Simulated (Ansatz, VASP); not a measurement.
# One calculation of Tl, two programs

INCAR

```
SYSTEM = Tl
PREC = Accurate ; ENCUT = 520
EDIFF = 1E-6 ; ISMEAR = -1
SIGMA = 0.08 ; LREAL = .False.
LASPH = .True. ; NELM = 60
ALGO = Normal ; ISIF = 2
LWAVE = .False. ; LCHARG = .False.
GGA = PE ; NBANDS = 12
```

KPOINTS

```
Automatic mesh
0
Gamma
  15 15 15
  0 0 0
```

File POSCAR:

```
Tl
1.0
   -1.7663421539      1.7663421539      1.7663421539
    1.7663421539     -1.7663421539      1.7663421539
    1.7663421539      1.7663421539     -1.7663421539
Tl
1
Direct
    0.0000000000      0.0000000000      0.0000000000
```

Input for Ansatz:

```yaml
crystal:
  lattice:
    - [-1.7663421539, 1.7663421539, 1.7663421539]
    - [1.7663421539, -1.7663421539, 1.7663421539]
    - [1.7663421539, 1.7663421539, -1.7663421539]
  atoms:
    - { symbol: Tl, position: [0.0, 0.0, 0.0] }
kpoints:
  mp_grid: { grid: [15, 15, 15] }
  band_path:
    path:
      - [0.0, 0.0, 0.0]
      - [0.5, -0.5, 0.5]
      - [0.0, 0.0, 0.5]
      - [0.0, 0.0, 0.0]
      - [0.25, 0.25, 0.25]
      - [0.5, -0.5, 0.5]
      - [0.25, 0.25, 0.25]
      - [0.0, 0.0, 0.5]
    npoints: 8
scf:
  occupations: { method: fermi_dirac, width: 0.08 }
hamiltonian:
  xc: pbe
  pseudopotentials: { kind: all_electron, lapw: { basis_error: 0.001 } }
output:
  forces: true
  stress: true
  eigenvalues: true
  populations: true
  dos: { projected: true, de: 0.2, e_range: [-14, 8] }
```

Change from the starting cell: volume scaled by 0.7, LAPW.

Alike in both runs: task single point; functional PBE; k mesh 15 × 15 × 15; occupations fermi-dirac, width 0.08 eV; no spin polarisation.

|  | VASP | Ansatz |
| --- | --- | --- |
| version | VASP 6.6.1 | Ansatz 0.2.0 |
| potentials or method | VASP PAW PBE potentials, release 64 (Tl_d) | all-electron LAPW, scalar-relativistic |
| plane-wave cutoff (eV) | 520 | see its input |

Ansatz gave:

- pressure (GPa): 24.5

Q: Which values does VASP return?

A: Pressure (GPa): 24.4.

Ansatz ran all-electron here, so the differences hold the error of VASP's frozen core and of both bases.

Caveats: so large a pressure means that the cell lies far from this level's equilibrium, or that cutoff or potentials fall short (VASP). The runs have no spin-orbit coupling, so splittings on Tl are missing.
